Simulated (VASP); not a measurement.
# Hf₁₂O: harmonic vibrations of an adsorbate, by atoms left free

Hf₁₂O, slab, 13 atoms in the cell. PBE, harmonic vibrations; PAW potentials Hf_pv, O (PBE set).

| Atoms left free | Zero-point energy (eV) | Vibrational entropy at 298 K (meV/K) | Displaced cells | Ionic steps, all stages | Electronic steps, all stages | Time (s) |
|---|---|---|---|---|---|---|
| the adsorbate | 0.079 | 0.113 | 6 | 30 | 569 | 2886 |
| the adsorbate and the three nearest surface atoms | 0.134 | 1.546 | 24 | 48 | 820 | 3586 |
| the adsorbate and the four nearest surface atoms | 0.151 | 2.054 | 30 | 54 | 913 | 4284 |

Limits: the slab is thin and the surface cell small, so the value carries both errors; the zero-point energy and the entropy count all atoms left free, so they grow with their number.

## Input of the first row

INCAR.step1:
```
SYSTEM = Hf12O
ALGO     = Normal         ! electronic algorithm
EDIFF    = 1E-7           ! SCF threshold, eV
EDIFFG   = -0.01          ! ionic threshold
ENCUT    = 400            ! plane-wave cutoff, eV
IBRION   = 2              ! ionic algorithm
ISIF     = 2              ! what is computed and relaxed
ISMEAR   = 1              ! smearing method
KPAR     = 2            
LASPH    = .True.         ! aspherical terms in the spheres
LCHARG   = .False.        ! write CHGCAR
LREAL    = .False.        ! projectors in reciprocal space
LWAVE    = .False.        ! write WAVECAR
NELM     = 100            ! most SCF steps
NSW      = 100            ! ionic steps
POTIM    = 0.5            ! step
PREC     = Accurate       ! precision mode
SIGMA    = 0.1            ! smearing width, eV
```

INCAR.step2, as INCAR.step1 but for:
```
- EDIFFG = -0.01
- IBRION = 2
- ISIF = 2
- NSW = 100
- POTIM = 0.5
+ IBRION = 5
+ NFREE = 2
+ NSW = 1
+ POTIM = 0.015
```

KPOINTS:
```
k-points
0
Gamma
  3 3 1
```

POSCAR.step1:
```
Hf12O
1.0
    6.3934000000      0.0000000000      0.0000000000
    3.1967000000      5.5368468166      0.0000000000
    0.0000000000      0.0000000000     20.2278000000
Hf O
12 1
Selective dynamics
Direct
    0.0000000000      0.0000000000      0.2966214813  F F F
    0.5000000000      0.0000000000      0.2966214813  F F F
    0.0000000000      0.5000000000      0.2966214813  F F F
    0.5000000000      0.5000000000      0.2966214813  F F F
   -0.1666666667      0.3333333333      0.4216424920  T T T
    0.3333333333      0.3333333333      0.4216424920  T T T
   -0.1666666667      0.8333333333      0.4216424920  T T T
    0.3333333333      0.8333333333      0.4216424920  T T T
    0.0000000000      0.0000000000      0.5466635027  T T T
    0.5000000000      0.0000000000      0.5466635027  T T T
    0.0000000000      0.5000000000      0.5466635027  T T T
    0.5000000000      0.5000000000      0.5466635027  T T T
    0.1666666667      0.1666666667      0.6232796032  T T T
```

POSCAR.step2:
```
Hf12O
1.0
    6.3934000000      0.0000000000      0.0000000000
    3.1967000000      5.5368468166      0.0000000000
    0.0000000000      0.0000000000     20.2278000000
Hf O
12 1
Selective dynamics
Direct
    0.0000000000      0.0000000000      0.2966214813  F F F
    0.5000000000      0.0000000000      0.2966214813  F F F
    0.0000000000      0.5000000000      0.2966214813  F F F
    0.5000000000      0.5000000000      0.2966214813  F F F
    0.8358356975      0.3320821512      0.4147037011  F F F
    0.3320821512      0.3320821512      0.4147037011  F F F
    0.8333333333      0.8333333333      0.4168401747  F F F
    0.3320821512      0.8358356975      0.4147037011  F F F
    0.0005932939      0.0005932939      0.5428881442  F F F
    0.4988134123      0.0005932939      0.5428881442  F F F
    0.0005932939      0.4988134123      0.5428881442  F F F
    0.5000000000      0.5000000000      0.5327035711  F F F
    0.1666666667      0.1666666667      0.5881900314  T T T
```

Commands (each step's output is kept before the next begins):
```
cat potpaw_PBE.64/Hf_pv/POTCAR potpaw_PBE.64/O/POTCAR > POTCAR
cp INCAR.step1 INCAR
cp POSCAR.step1 POSCAR
mpirun -np 8 vasp_std > vasp.out
# POSCAR: the relaxed cell, only the named atoms free
cp INCAR.step2 INCAR
cp POSCAR.step2 POSCAR
mpirun -np 8 vasp_std > vasp.out
```

VASP 6.6.1 took 2886 s on 8 cores (AMD EPYC 7R43 (Zen 3)), a shared host.
